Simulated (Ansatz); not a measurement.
# IrO2: the cost of one run

Program: Ansatz 0.2.0. Level of theory: DFT LDA+U (U = 4 eV, J = 0.9 eV on Ir d), plane waves, PAW, no spin–orbit coupling unless a run says so. These are calculated values, not measurements.

## Step 1: The system as given

The structure is tetragonal, space group P4_2/mnm (No. 136). The conventional cell has a = 4.499 Å, b = 4.499 Å, c = 3.146 Å, α = 90.00°, β = 90.00°, γ = 90.00°. Ir (site symmetry mmm) has 6 O at 1.98 Å as nearest neighbours. O (site symmetry m2m) is surrounded by 3 Ir at 1.98 Å.

Structure file:

```cif
data_structure
_symmetry_space_group_name_H-M 'P4_2/mnm'
_symmetry_Int_Tables_number 136
_cell_length_a 4.4990
_cell_length_b 4.4990
_cell_length_c 3.1460
_cell_angle_alpha 90.000
_cell_angle_beta 90.000
_cell_angle_gamma 90.000
_cell_volume 63.68
loop_
_atom_site_label
_atom_site_type_symbol
_atom_site_symmetry_multiplicity
_atom_site_Wyckoff_symbol
_atom_site_fract_x
_atom_site_fract_y
_atom_site_fract_z
_atom_site_occupancy
Ir1 Ir 2 a 0.00000 0.00000 0.00000 1
O1 O 4 f 0.31100 0.31100 0.00000 1
```

An earlier series on this cell reached its lowest free state from «ferromagnetic start, free, natural orbitals of the symmetric run filled by rank», perhaps among other starts (it ended without moments).

## Step 2: Canted directions free, 120°

The input, input.yaml:

```yaml
crystal:
  lattice:
    - [4.49900026, 0.0, 0.0]
    - [0.0, 4.49900026, 0.0]
    - [0.0, 0.0, 3.14600018]
  atoms:
    - { symbol: Ir, position: [0.0, 0.0, 0.0], spin: 5.0, spin_axis: [0.0, 0.0, 1.0] }
    - { symbol: Ir, position: [0.5, 0.5, 0.5], spin: 5.0, spin_axis: [0.866025, 0.0, -0.5] }
    - { symbol: O, position: [0.311, 0.311, 0.0] }
    - { symbol: O, position: [0.189, 0.811, 0.5] }
    - { symbol: O, position: [0.689, 0.689, 0.0] }
    - { symbol: O, position: [0.811, 0.189, 0.5] }
basis:
  ecutwfc: 420
  ecutrho_ratio: 4
kpoints:
  mp_grid: { grid: [4, 4, 6] }
hamiltonian:
  xc: lda
  hubbard:
    sites:
      - { site: 0, l: d, u: 4.0, j: 0.9, starting_ns: [{ occupation_matrix: s0 }] }
      - { site: 1, l: d, u: 4.0, j: 0.9, starting_ns: [{ occupation_matrix: s1 }] }
    occupation_matrices:
      s0:
        spinor_matrix:
          - [[0.97, 0.0], [0.0, 0.0], [0.0, 0.0], [0.0, 0.0], [0.0, 0.0], [0.0, 0.0], [0.0, 0.0], [0.0, 0.0], [0.0, 0.0], [0.0, 0.0]]
          - [[0.0, 0.0], [0.97, 0.0], [0.0, 0.0], [0.0, 0.0], [0.0, 0.0], [0.0, 0.0], [0.0, 0.0], [0.0, 0.0], [0.0, 0.0], [0.0, 0.0]]
          - [[0.0, 0.0], [0.0, 0.0], [0.97, 0.0], [0.0, 0.0], [0.0, 0.0], [0.0, 0.0], [0.0, 0.0], [0.0, 0.0], [0.0, 0.0], [0.0, 0.0]]
          - [[0.0, 0.0], [0.0, 0.0], [0.0, 0.0], [0.97, 0.0], [0.0, 0.0], [0.0, 0.0], [0.0, 0.0], [0.0, 0.0], [0.0, 0.0], [0.0, 0.0]]
          - [[0.0, 0.0], [0.0, 0.0], [0.0, 0.0], [0.0, 0.0], [0.97, 0.0], [0.0, 0.0], [0.0, 0.0], [0.0, 0.0], [0.0, 0.0], [0.0, 0.0]]
          - [[0.0, 0.0], [0.0, 0.0], [0.0, 0.0], [0.0, 0.0], [0.0, 0.0], [0.02, 0.0], [0.0, 0.0], [0.0, 0.0], [0.0, 0.0], [0.0, 0.0]]
          - [[0.0, 0.0], [0.0, 0.0], [0.0, 0.0], [0.0, 0.0], [0.0, 0.0], [0.0, 0.0], [0.02, 0.0], [0.0, 0.0], [0.0, 0.0], [0.0, 0.0]]
          - [[0.0, 0.0], [0.0, 0.0], [0.0, 0.0], [0.0, 0.0], [0.0, 0.0], [0.0, 0.0], [0.0, 0.0], [0.02, 0.0], [0.0, 0.0], [0.0, 0.0]]
          - [[0.0, 0.0], [0.0, 0.0], [0.0, 0.0], [0.0, 0.0], [0.0, 0.0], [0.0, 0.0], [0.0, 0.0], [0.0, 0.0], [0.02, 0.0], [0.0, 0.0]]
          - [[0.0, 0.0], [0.0, 0.0], [0.0, 0.0], [0.0, 0.0], [0.0, 0.0], [0.0, 0.0], [0.0, 0.0], [0.0, 0.0], [0.0, 0.0], [0.02, 0.0]]
      s1:
        spinor_matrix:
          - [[0.2575, 0.0], [0.0, 0.0], [0.0, 0.0], [0.0, 0.0], [0.0, 0.0], [0.41136, 0.0], [0.0, 0.0], [0.0, 0.0], [0.0, 0.0], [0.0, 0.0]]
          - [[0.0, 0.0], [0.2575, 0.0], [0.0, 0.0], [0.0, 0.0], [0.0, 0.0], [0.0, 0.0], [0.41136, 0.0], [0.0, 0.0], [0.0, 0.0], [0.0, 0.0]]
          - [[0.0, 0.0], [0.0, 0.0], [0.2575, 0.0], [0.0, 0.0], [0.0, 0.0], [0.0, 0.0], [0.0, 0.0], [0.41136, 0.0], [0.0, 0.0], [0.0, 0.0]]
          - [[0.0, 0.0], [0.0, 0.0], [0.0, 0.0], [0.2575, 0.0], [0.0, 0.0], [0.0, 0.0], [0.0, 0.0], [0.0, 0.0], [0.41136, 0.0], [0.0, 0.0]]
          - [[0.0, 0.0], [0.0, 0.0], [0.0, 0.0], [0.0, 0.0], [0.2575, 0.0], [0.0, 0.0], [0.0, 0.0], [0.0, 0.0], [0.0, 0.0], [0.41136, 0.0]]
          - [[0.41136, 0.0], [0.0, 0.0], [0.0, 0.0], [0.0, 0.0], [0.0, 0.0], [0.7325, 0.0], [0.0, 0.0], [0.0, 0.0], [0.0, 0.0], [0.0, 0.0]]
          - [[0.0, 0.0], [0.41136, 0.0], [0.0, 0.0], [0.0, 0.0], [0.0, 0.0], [0.0, 0.0], [0.7325, 0.0], [0.0, 0.0], [0.0, 0.0], [0.0, 0.0]]
          - [[0.0, 0.0], [0.0, 0.0], [0.41136, 0.0], [0.0, 0.0], [0.0, 0.0], [0.0, 0.0], [0.0, 0.0], [0.7325, 0.0], [0.0, 0.0], [0.0, 0.0]]
          - [[0.0, 0.0], [0.0, 0.0], [0.0, 0.0], [0.41136, 0.0], [0.0, 0.0], [0.0, 0.0], [0.0, 0.0], [0.0, 0.0], [0.7325, 0.0], [0.0, 0.0]]
          - [[0.0, 0.0], [0.0, 0.0], [0.0, 0.0], [0.0, 0.0], [0.41136, 0.0], [0.0, 0.0], [0.0, 0.0], [0.0, 0.0], [0.0, 0.0], [0.7325, 0.0]]
    ns_hold: { iters: 8 }
scf:
  occupations: { method: gaussian, width: 0.05 }
  lower_state_search: "off"
  max_iter: 150
output:
  forces: true
  stress: true
  eigenvalues: true
  populations: true
  hubbard: { sites: [{ site: 0, l: d }, { site: 1, l: d }] }
  write_density: true
  write_potential: true
  elf: true
  volumetric_format: npy
magnetization:
  noncollinear: true
  spin_orbit: false
```

At this filling each channel is wholly full or empty, so no choice of orbitals remains. The typed matrices put 0.97 on the chosen orbitals and 0.02 on the others, and are held for 8 cycles. Spins may be non-collinear here, without spin–orbit coupling.

Command:

```sh
$ ansatz run input.yaml --threads 4 --pin off --max-ram 6144MiB --backend cpu --events-out ev --progress --plain --runs-dir out
```

What time and memory should one allow on 4 threads of Arm Neoverse V1, shared host?

About 3 min, with a peak of 1.6 GiB.
